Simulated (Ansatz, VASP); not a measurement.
I in VASP and in Ansatz

```
CELL_PARAMETERS angstrom
0.00000 2.36560 3.90984
2.19225 0.00000 3.90984
2.19225 2.36560 0.00000
ATOMIC_POSITIONS crystal
I 0.00000 0.00000 0.00000
```

Alike in both runs: task single point; functional PBE; k mesh 6 × 6 × 6; occupations methfessel-paxton of order 1, width 0.099 eV; no spin polarisation.

|  | VASP | Ansatz |
| --- | --- | --- |
| version | VASP 6.6.1 | Ansatz 0.2.0 |
| potentials or method | VASP PAW PBE potentials, release 64 (I) | scalar-relativistic, plane waves, PAW |
| plane-wave cutoff (eV) | 520 | 490 |
| valence electrons in the cell | 7 | 17 |

Ansatz gave:

| Property | Result |
| --- | --- |
| gap on the k mesh at the Fermi level (eV) | none |
| pressure (GPa) | 0.6 |
| largest component of the traceless stress (GPa) | 0.36 |

Problem. What did VASP give for the same quantities?

Solution. gap on the k mesh at the Fermi level (eV): none; pressure (GPa): 0.6; largest component of the traceless stress (GPa): 0.38.

A gap of «none» marks a metal or a gap that the smearing closes. The two sets of potentials don't hold the same shells in valence.

Caveats: an odd number of electrons without spin polarisation forces a metal; a magnetic or distorted state may lie lower. The runs have no spin-orbit coupling, so splittings on I are missing.
